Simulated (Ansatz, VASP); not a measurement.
## Tl in VASP and in Ansatz

Contents of INCAR:

```
SYSTEM = Tl
PREC = Accurate
ENCUT = 520
EDIFF = 1E-6
ISMEAR = -1
SIGMA = 0.1
LREAL = .False.
LASPH = .True.
NELM = 60
ALGO = Normal
ISIF = 2
LWAVE = .False.
LCHARG = .True.
LELF = .True.
LVHAR = .True.
NBANDS = 12
```

File KPOINTS:

```
regular mesh
0
Gamma
  12 12 12
  0 0 0
```

Contents of POSCAR:

```
Tl
1.0
    3.0842140762      0.0000000000      0.0000000000
    0.0000000000      3.0842140762      0.0000000000
    0.0000000000      0.0000000000      3.0842140762
Tl
1
Direct
    0.0000000000      0.0000000000      0.0000000000
```

Input for Ansatz:

```yaml
crystal:
  lattice:
    - [3.0842140762, 0.0, 0.0]
    - [0.0, 3.0842140762, 0.0]
    - [0.0, 0.0, 3.0842140762]
  atoms:
    - { symbol: Tl, position: [0.0, 0.0, 0.0] }
hamiltonian:
  xc: lda
  pseudopotentials:
    kind: paw
    azcp:
      Tl: "pseudopotentials/Tl.paw.azcp"
basis:
  ecutwfc: 420
  fft_grid_basis: typed
kpoints:
  mp_grid: { grid: [12, 12, 12], shift: [0, 0, 0] }
magnetization:
  spin_polarized: false
scf:
  occupations: { method: fermi_dirac, width: 0.1 }
  lower_state_search: "off"
output:
  stress: true
  write_density: true
  write_potential: true
  elf: true
  volumetric_format: npy
```

Alike in both runs: task single point; functional LDA; k mesh 12 × 12 × 12; occupations fermi-dirac, width 0.1 eV; no spin polarisation.

```csv
,VASP,Ansatz
version,VASP 6.6.1,Ansatz 0.2.0
potentials or method,"VASP PAW LDA potentials, release 64 (Tl_d)","plane waves (420 eV) with PAW, scalar-relativistic"
plane-wave cutoff (eV),520,420
valence electrons in the cell,13,13
```

|  | VASP | Ansatz | Ansatz less VASP |
| --- | --- | --- | --- |
| pressure (GPa) | 0.2 | 0.1 | -0.06 |

Ansatz warned: «pseudo_functional_mismatch».

The runs have no spin-orbit coupling, so splittings on Tl are missing.
